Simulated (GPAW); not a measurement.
# HfO2 (P1) in GPAW: single point with PBE

Aim: the single point of HfO2 with PBE.

Program: GPAW 26.7.0. These are calculated values, not measurements. Logs are shortened: lines on timing, memory, paths and dates and some standing lists are left out, and cuts for length are marked. The log counts tension as positive stress, the text compression.

## (1) The cell of the first run

The typed cell holds 12 atoms: a = 5.118 Å, b = 5.186 Å, c = 5.284 Å, α = 90.00°, β = 99.35°, γ = 90.00°.

## (2) Single point, PBE (atoms moved at random, drawn with an rms of 0.05 Å)

The input, run.py:

```python
from ase import Atoms
from ase.dft.bandgap import bandgap
from ase.io import write
from ase.units import GPa
from ase.parallel import parprint
from gpaw import GPAW, PW

atoms = Atoms(['Hf', 'Hf', 'Hf', 'Hf', 'O', 'O', 'O', 'O', 'O', 'O', 'O', 'O'],
              cell=[[5.118, 0.0, 0.0],
                    [0.0, 5.1857, 0.0],
                    [-0.8586630598, 0.0, 5.2138671406]],
              scaled_positions=[[0.279398, 0.466767, 0.706526],
                                [0.731452, 0.966334, 0.793135],
                                [0.726989, 0.552042, 0.295108],
                                [0.287442, 0.03494, 0.204257],
                                [0.065992, 0.173919, 0.843175],
                                [0.930251, 0.66801, 0.650186],
                                [0.931765, 0.845168, 0.156971],
                                [0.062374, 0.328761, 0.344498],
                                [0.455141, 0.742502, 0.981804],
                                [0.551853, 0.238126, 0.519224],
                                [0.542816, 0.254169, 0.011217],
                                [0.442124, 0.77275, 0.483535]],
              pbc=True)

calc = GPAW(mode=PW(800),
            xc='PBE',
            kpts={'size': (5, 5, 5), 'gamma': True},
            occupations={'name': 'fermi-dirac', 'width': 0.05},
            nbands=82,
            convergence={'density': 1e-05, 'energy': 1e-05},
            maxiter=150,
            txt='gpaw.txt')
atoms.calc = calc
energy = atoms.get_potential_energy()
forces = atoms.get_forces()
stress = atoms.get_stress()
calc.write('gs.gpw')
write('result.traj', atoms)
parprint(f'Energy: {energy:.6f} eV')
parprint('Forces (eV/A):')
parprint(forces.round(4))
parprint('Stress (GPa):', (stress / GPa).round(3))
parprint('Fermi level:', round(calc.get_fermi_level(), 4), 'eV')
parprint(f'Gap: {bandgap(calc)[0]:.4f} eV, direct: {bandgap(calc, direct=True)[0]:.4f} eV')
```

Potentials or basis: GPAW PAW data sets (gpaw-data 1.2.1), pw.

Command:

```bash
OMP_NUM_THREADS=1 mpirun -n 4 gpaw python run.py
```

gpaw.txt:

```text
__  _  _
 | _ |_)|_||  |
 |__||  | ||/\| - 26.7.0

Input parameters:
  mode=PW(ecut=800.0),
  convergence={'density': 1e-05, 'energy': 1e-05},
  kpts=MonkhorstPack(size=(5, 5, 5), gamma=True),
  maxiter=150,
  nbands=82,
  occupations=Occupations(name='fermi-dirac', width=0.05),
  xc=XC(name='PBE')

Diagonalizing LCAO Hamiltonian
Converting LCAO to pw mode

              O
                  Hf

       O   Hf  O    O

         O    O   Hf  O

           Hf
               O

Atoms  # Å, Bohr magnetons
|    | symbol |         x |        y |        z |    initial magnetic moments |
|----|--------|-----------|----------|----------|-----------------------------|
|  0 |     Hf |  0.823291 | 2.420514 | 3.683733 | ( 0.0000,  0.0000,  0.0000) |
|  1 |     Hf |  3.062536 | 5.011118 | 4.135301 | ( 0.0000,  0.0000,  0.0000) |
|  2 |     Hf |  3.467331 | 2.862724 | 1.538654 | ( 0.0000,  0.0000,  0.0000) |
|  3 |     Hf |  1.295740 | 0.181188 | 1.064969 | ( 0.0000,  0.0000,  0.0000) |
|  4 |      O | -0.386256 | 0.901892 | 4.396202 | ( 0.0000,  0.0000,  0.0000) |
|  5 |      O |  4.202734 | 3.464099 | 3.389983 | ( 0.0000,  0.0000,  0.0000) |
|  6 |      O |  4.633988 | 4.382788 | 0.818426 | ( 0.0000,  0.0000,  0.0000) |
|  7 |      O |  0.023422 | 1.704856 | 1.796167 | ( 0.0000,  0.0000,  0.0000) |
|  8 |      O |  1.486373 | 3.850393 | 5.118996 | ( 0.0000,  0.0000,  0.0000) |
|  9 |      O |  2.378545 | 1.234850 | 2.707165 | ( 0.0000,  0.0000,  0.0000) |
| 10 |      O |  2.768501 | 1.318044 | 0.058484 | ( 0.0000,  0.0000,  0.0000) |
| 11 |      O |  1.847597 | 4.007250 | 2.521087 | ( 0.0000,  0.0000,  0.0000) |

Unit cell  # Å
| periodic |         x |        y |        z |  lengths |    angles |
|----------|-----------|----------|----------|----------|-----------|
|      yes |  5.118000 | 0.000000 | 0.000000 | 5.118000 | 90.000000 |
|      yes |  0.000000 | 5.185700 | 0.000000 | 5.185700 | 99.352000 |
|      yes | -0.858663 | 0.000000 | 5.213867 | 5.284100 | 90.000000 |

Number of symmetries: 1
Symmetry operations  # r_c * U_cc + t_c -> r_c
|   | kind |            matrix            |
|---|------|------------------------------|
| 0 |  E   |  1, 0, 0,  0, 1, 0,  0, 0, 1 |

BZ-sampling:
  Number of BZ points: 125
  Number of IBZ points: 63

  Monkhorst-Pack size: [5, 5, 5]
  Monkhorst-Pack shift: [0, 0, 0]

K-points  # in reciprocal-cell coordinates
|     |                                coordinates |     weight |
|-----|--------------------------------------------|------------|
|   0 | (  0.00000000,   0.00000000,   0.00000000) | 0.00800000 |
|   1 | (  0.00000000,   0.00000000,   0.20000000) | 0.01600000 |
|   2 | (  0.00000000,   0.00000000,   0.40000000) | 0.01600000 |
|   3 | (  0.00000000,   0.20000000,  -0.40000000) | 0.01600000 |
|   4 | (  0.00000000,   0.20000000,  -0.20000000) | 0.01600000 |
|   5 | (  0.00000000,   0.20000000,   0.00000000) | 0.01600000 |
|   6 | (  0.00000000,   0.20000000,   0.20000000) | 0.01600000 |
|   7 | (  0.00000000,   0.20000000,   0.40000000) | 0.01600000 |
|   8 | (  0.00000000,   0.40000000,  -0.40000000) | 0.01600000 |
|   9 | (  0.00000000,   0.40000000,  -0.20000000) | 0.01600000 |
| ... |                                            |            |
|  62 | (  0.40000000,   0.40000000,   0.40000000) | 0.01600000 |

Plane wave coefficients: 7130
Cutoff: 800.0 eV

Spin-components: 1 (collinear spins)
Bands:           82
Projectors:      64
Spin-degeneracy: 2
Datatype:        complex128

Parallelization:
  kpt:    4
  domain: 1
  band:   1

Density:
  Valence electrons: 96.0
  Components: 1
  Grid points: [35 35 35]
  Charge: 0.0  # |e|

Potential:
  Grid points: [35 35 35]

species:
  Hf:
    name:    Hafnium
    Z:       72.0
    valence: 12
    core:    60
    charge:  0.0  # [|e|]
    compensation charges:
      type: gauss
      rc: 0.41  # [Å]
      lmax: 2
    cutoffs:
      filter: 2.36  # [Å]
      core: 4.02  # [Å]
    projectors
    | kind |    occ | energy [eV] | rcut [Å] |
    |------|--------|-------------|----------|
    |   5s |  2.000 |     -66.831 |    1.397 |
    |   6s |  2.000 |      -5.097 |    1.397 |
    |   5p |  6.000 |     -35.599 |    1.307 |
    |   6p |  0.000 |      -1.401 |    1.307 |
    |   5d |  2.000 |      -2.699 |    1.334 |
    |    d |        |      24.513 |    1.334 |

    Using partial waves for Hf as LCAO basis

  O:
    name:    Oxygen
    Z:       8.0
    valence: 6
    core:    2
    charge:  0.0  # [|e|]
    compensation charges:
      type: gauss
      rc: 0.21  # [Å]
      lmax: 2
    cutoffs:
      filter: 1.17  # [Å]
      core: 0.83  # [Å]
    projectors
    | kind |    occ | energy [eV] | rcut [Å] |
    |------|--------|-------------|----------|
    |   2s |  2.000 |     -23.961 |    0.688 |
    |   2p |  4.000 |      -9.029 |    0.598 |
    |    s |        |       3.251 |    0.688 |
    |    p |        |      18.182 |    0.598 |
    |    d |        |       0.000 |    0.619 |

    Using partial waves for O as LCAO basis

Reference energy: -1655871.279511  # eV

eigensolver:
  PPCG
  Converge bands: occupied
  niter=2

density mixing:
  MSR1-Mixer
  Pratt-step length: 0.05
  Maximum mixing coefficient: 0.75
  Old densities: 10
  SVD Regularization: 0.005
  Good broyden scale: 1.0
  Trust region scale: 1.0
  Backstep threshold: 4.0
  History deletion threshold: 6.0
  Fourier metric: weight=20.0, sigma=0.015

occupation numbers:
  Fermi-Dirac:
    width: 0.0500  # eV

poisson solver:
  ecut: 6400.0  # eV

xc functional:
  name: PBE with 2 nearest neighbor stencil

convergence criteria:
- Maximum integral of absolute [dens]ity change: 1e-05 electrons / valence electron
- Maximum [total energy] change in last 3 cyles: 1e-05 eV / valence electron
- Maximum integral of absolute [eigenst]ate change: 4e-08 eV^2 / valence electron
maximum number of iterations: 150

SCF iterations
|iter     | |      energy | eigst |  dens |
|---------|-|-------------|-------|-------|
|iter:   1| | -128.587987 | +0.33 |       |
|iter:   2| | -124.231067 | -1.41 | -0.81 |
|iter:   3| | -113.062010 | -0.60 | -0.86 |
|iter:   4| | -113.098978 | -2.14 | -1.47 |
|iter:   5| | -113.162486 | -2.57 | -1.70 |
|iter:   6| | -113.140209 | -3.11 | -2.10 |
|iter:   7| | -113.140146 | -4.70 | -2.88 |
|iter:   8| | -113.140236c| -5.39 | -3.28 |
|iter:   9| | -113.140229c| -6.20 | -3.75 |
|iter:  10| | -113.140232c| -7.21 | -4.06 |
|iter:  11| | -113.140232c| -8.13c| -4.65 |
|iter:  12| | -113.140232c| -8.29c| -5.13c|

Converged in 12 steps
Energy contributions relative to reference atoms: (reference = -1655871.279511)

Energy contributions:
  Kinetic:         125.497744
  Coulomb:        -139.336783
  Zero:              1.262934
  External:          0.000000
  Xc:             -100.564127
  Entropy:          -0.000000
  Spinorbit:         0.000000
  ----------------------------
  Free energy:    -113.140232
  Extrapolated:   -113.140232

dipole moment: (-0.438529, 0.614194, -1.085591)  # |e|*Ang

Fermi level: 8.311
Eigenvalues  # (at kpt = [0.000, 0.000, 0.000])
| band index |      eig [eV] | occ [0-2] |
|------------|---------------|-----------|
|          0 |       -53.422 |     2.000 |
|        ... |               |           |
|         40 |         5.433 |     2.000 |
|         41 |         5.723 |     2.000 |
|         42 |         5.867 |     2.000 |
|         43 |         6.074 |     2.000 |
|         44 |         6.492 |     2.000 |
|         45 |         6.568 |     2.000 |
[... 8 lines left out ...]
|         54 |        13.198 |     0.000 |
|         55 |        13.253 |     0.000 |
|        ... |               |           |
|         81 |        24.254 |     0.000 |

Gap: 3.911 eV
Transition (v -> c):
  (s=0, k=0, n=47, [0.00, 0.00, 0.00]) -> (s=0, k=50, n=48, [0.40, 0.00, 0.00])
Direct/indirect transitions are different
Direct gap: 3.991 eV
Transition at: (s=0, k=50, n=47, [0.40, 0.00, 0.00])

Forces  # eV/Ang
|        x |        y |        z |
|----------|----------|----------|
| -0.05626 | -1.14234 | -0.38039 |  # Hf   0
| -0.43732 |  0.17305 | -0.12707 |  # Hf   1
|  0.12948 | -1.19333 | -0.31904 |  # Hf   2
| -0.85306 |  1.55807 |  0.16976 |  # Hf   3
|  0.37942 |  0.16987 | -0.07117 |  # O    4
| -0.19989 |  0.33858 |  0.42665 |  # O    5
| -0.17938 | -0.56145 |  0.07856 |  # O    6
|  0.44993 |  0.23958 | -0.09215 |  # O    7
| -0.24141 | -0.05833 |  0.06811 |  # O    8
| -0.00104 |  1.03047 | -0.37884 |  # O    9
|  0.57700 |  0.69082 |  0.44964 |  # O   10
|  0.43185 | -1.24485 |  0.17621 |  # O   11

Stress tensor  # eV/Ang^3
|         x |         y |         z |
|-----------|-----------|-----------|
| -0.040769 | -0.007193 | -0.001364 |
| -0.007193 | -0.040405 |  0.006774 |
| -0.001364 |  0.006774 | -0.043873 |

# Writing to gs.gpw (mode='')
```

Wall time 2.8 min (4 MPI ranks of Intel Xeon Platinum 8488C (Sapphire Rapids), shared host); peak memory 0.46 GiB.

What came out:

* Free energy: -113.1402 eV
* Pressure: 6.7 GPa
* Largest force: 1.784 eV/Å
* Band gap on the k mesh: 3.91 eV, indirect (least direct gap 3.99 eV)

Forces on the atoms (eV/Å):
```
Hf  -0.056 -1.142 -0.380
Hf  -0.437  0.173 -0.127
Hf   0.129 -1.193 -0.319
Hf  -0.853  1.558  0.170
O    0.379  0.170 -0.071
O   -0.200  0.339  0.427
O   -0.179 -0.561  0.079
O    0.450  0.240 -0.092
O   -0.241 -0.058  0.068
O   -0.001  1.030 -0.379
O    0.577  0.691  0.450
O    0.432 -1.245  0.176
```

Stress tensor (GPa, compression positive):
```
 6.53  1.15  0.22
 1.15  6.47 -1.09
 0.22 -1.09  7.03
```

Levels at points of the mesh, in eV from the valence-band top:
```csv
k point,band 44,band 45,band 46,band 47,band 48,band 49,band 50,band 51,band 52,band 53
"(0.00, 0.00, 0.00)",-1.10,-0.68,-0.60,-0.33,0.00,4.32,4.90,4.98,5.37,5.52
```

Caveat: spin-orbit coupling is left out, which moves the levels of the heavy elements; an odd mesh through Γ misses points on the zone boundary, where band edges often lie.
